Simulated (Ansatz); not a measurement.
## Al₃Ni₂ (P-3m1)

Theory: DFT PBEsol, scalar-relativistic, plane waves, PAW in Ansatz.

Cutoff 420 eV; k points 12×12×8 on the computed 5-atom cell (Γ-centred); Gaussian smearing, width 0.10 eV; no spin polarisation.

The structure is relaxed at this level of theory with its symmetry kept.

```cif
data_structure
_symmetry_space_group_name_H-M 'P 1'
_symmetry_Int_Tables_number 1
_cell_length_a 4.0031
_cell_length_b 4.0031
_cell_length_c 4.8595
_cell_angle_alpha 90.000
_cell_angle_beta 90.000
_cell_angle_gamma 120.000
_cell_volume 67.44
loop_
_atom_site_label
_atom_site_type_symbol
_atom_site_fract_x
_atom_site_fract_y
_atom_site_fract_z
_atom_site_occupancy
Al1 Al 0.00000 0.00000 0.00000 1
Al2 Al 0.33333 0.66667 0.64778 1
Al3 Al 0.66667 0.33333 0.35222 1
Ni1 Ni 0.33333 0.66667 0.14557 1
Ni2 Ni 0.66667 0.33333 0.85443 1
```

* Space group: P-3m1 (No. 164)
* Volume per atom: 13.49 Å³
* Formation energy from the elements' standard states (uncorrected): -0.620 eV/atom
* Kohn–Sham band gap: none (metal)
* Density of states at the Fermi level: 1.34 states/eV per cell
* Löwdin character within 0.5 eV of the Fermi level: Al 3p 46 %, Ni 3d 39 %, unprojected 7 %
* Bulk modulus: 142 GPa
* Its pressure derivative: 4.3
* Bader charges (e): Al (1 in the cell) 1.71, Al (2 in the cell) 1.57, Ni (2 in the cell) -2.42

A ferromagnetic start lost its moments in a first run, so spin was left out; other magnetic orders weren't tried.